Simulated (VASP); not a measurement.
Set up this calculation in VASP 6.6.1, as the native input.

```
Task                   : relaxation of cell and atoms
Functional             : LDA
Potentials or basis    : VASP PAW LDA potentials, release 64 (Mo_sv)
Cutoff                 : 600 eV
k mesh                 : 16 × 16 × 16
Occupations            : methfessel-paxton, width 0.1 eV
Spin                   : no spin polarisation
Further INCAR settings : ALGO = Normal; EDIFF = 1e-06; IBRION = 2; EDIFFG = -0.01; NSW = 90; ISIF = 3
```

The structure of Mo lies in POSCAR:

```
Mo
1.0
   -1.5734150000      1.5734150000      1.5734150000
    1.5734150000     -1.5734150000      1.5734150000
    1.5734150000      1.5734150000     -1.5734150000
Mo
1
Direct
    0.0000000000      0.0000000000      0.0000000000
```

These files were run (other wordings do the same):

INCAR

```
ALGO     = Normal         # electronic algorithm
EDIFF    = 1E-6           # SCF threshold, eV
EDIFFG   = -0.01          # ionic threshold
ENCUT    = 600            # plane-wave cutoff, eV
IBRION   = 2              # ionic algorithm
ISIF     = 3              # what is computed and relaxed
ISMEAR   = 1              # smearing method
LASPH    = T              # aspherical terms in the spheres
LCHARG   = F              # write CHGCAR
LREAL    = F              # projectors in reciprocal space
LWAVE    = F              # write WAVECAR
NELM     = 80             # most SCF steps
NSW      = 90             # ionic steps
PREC     = Accurate       # precision mode
SIGMA    = 0.1            # smearing width, eV
```

KPOINTS

```
k-points
0
Gamma
  16 16 16
```

Potentials or basis: VASP PAW LDA potentials, release 64 (Mo_sv).

The run is started by

```sh
$ cat potpaw_LDA.64/Mo_sv/POTCAR > POTCAR
$ mpirun -np 1 vasp_std > vasp.out
```

Results of the run:

- Relaxed volume: 15.12 Å³/atom
- Relaxed cell: a = 2.698 Å, b = 2.698 Å, c = 2.698 Å, α = 109.47°, β = 109.47°, γ = 109.47°
- Space group after relaxing (to 0.05 Å): Im-3m (No. 229)
- Energy gained by relaxing: 12.5 meV/atom
- Ionic steps: 4
- Pressure after relaxing: 0.0 GPa
- Band gap on the k mesh: none (metal or under the smearing width)

It took 30 s on 1 thread of Intel(R) Xeon(R) 6975P-C (Granite Rapids), with other jobs on the host, peak memory 0.16 GiB.
